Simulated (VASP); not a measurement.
Wanted: the native input for a VASP 6.6.1 run.

- Task: single point
- Functional: LDA
- Potentials or basis: VASP PAW LDA potentials, release 64 (Y_sv)
- Cutoff: 520 eV
- k mesh: 8 × 8 × 8
- Occupations: fermi-dirac, width 0.136057 eV
- Spin: no spin polarisation
- Dipole correction: no
- Further INCAR settings: ALGO = Normal; EDIFF = 1e-06; NBANDS = 18

The structure of Y lies in POSCAR:

```
Y
1.0
    0.0000000000      3.3274117088      3.3274117088
    3.3274117088      0.0000000000      3.3274117088
    3.3274117088      3.3274117088      0.0000000000
Y
2
Direct
    0.0000000000      0.0000000000      0.0000000000
    0.2500000000      0.2500000000      0.2500000000
```

The cell was built by a generator and needn't be a form met in nature.

One way to write it, as run:

INCAR

```
SYSTEM = Y
ALGO = Normal
EDIFF = 1E-6
ENCUT = 520
ISIF = 2
ISMEAR = -1
LASPH = .TRUE.
LCHARG = .FALSE.
LREAL = .FALSE.
LWAVE = .FALSE.
NBANDS = 18
NELM = 60
PREC = Accurate
SIGMA = 0.13605693000000002
```

KPOINTS

```
k-points
0
G
  8 8 8
  0 0 0
```

Potentials or basis: VASP PAW LDA potentials, release 64 (Y_sv).

Launch:

```sh
$ cat potpaw_LDA.64/Y_sv/POTCAR > POTCAR
$ mpirun -np 1 vasp_std > vasp.out
```

Results of the run:

```yaml
Pressure: 0.0 GPa
Band_gap_on_the_k_mesh: none (metal or under the smearing width)
```

Run time: 46 s on 1 thread of Intel(R) Xeon(R) Platinum 8259CL CPU @ 2.50GHz (Skylake/Cascade Lake), with other jobs on the host, peak memory 0.19 GiB.
